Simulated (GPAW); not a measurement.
Crystal: BaTiO3 (Barioperovskite).

```xyz
5
Lattice="3.9855 0.0000 0.0000 0.0000 2.8369 2.8451 0.0000 -2.8369 2.8451" Properties=species:S:1:pos:R:3 pbc="T T T"
Ba    0.0000    0.0000    0.0000
Ti    1.9928    0.0000    2.9157
O     1.9928    1.3804    4.2594
O     1.9928   -1.3804    4.2594
O     0.0000    0.0000    2.7735
```

Base run:

```yaml
Program: GPAW 26.7.0
Functional: LDA
Potentials_or_basis: the program's PAW data sets (release 1.2.1) made for this functional
Cutoff: 600 eV
Basis: pw
k_mesh: 6 × 6 × 6
Occupations: fermi-dirac, width 0.05 eV
Spin: no spin polarisation
```

Its results: band gap on the k mesh 1.80 eV, indirect (least direct gap 1.99 eV); pressure -11.8 GPa; largest force 0.307 eV/Å.

Question: After a change of settings the same cell gave: band gap on the k mesh 1.87 eV, indirect (least direct gap 1.99 eV); pressure -7.3 GPa; largest force 0.305 eV/Å. Which change was it?
A. cutoff from 600 eV to 800 eV; k mesh from 6 × 6 × 6 to 7 × 7 × 7
B. functional from LDA to RPBE; cutoff from 600 eV to 800 eV; k mesh from 6 × 6 × 6 to 5 × 5 × 5
C. functional from LDA to revPBE; cutoff from 600 eV to 800 eV; k mesh from 6 × 6 × 6 to 5 × 5 × 5

Answer: A.

Caveats: spin-orbit coupling is left out, which moves the levels of the heavy elements; the cutoff is short for stress and forces, so pressures can be off by a GPa or more (some runs); an odd mesh through Γ misses points on the zone boundary, where band edges often lie (some runs).

Runs at the PBE level aren't shown here.
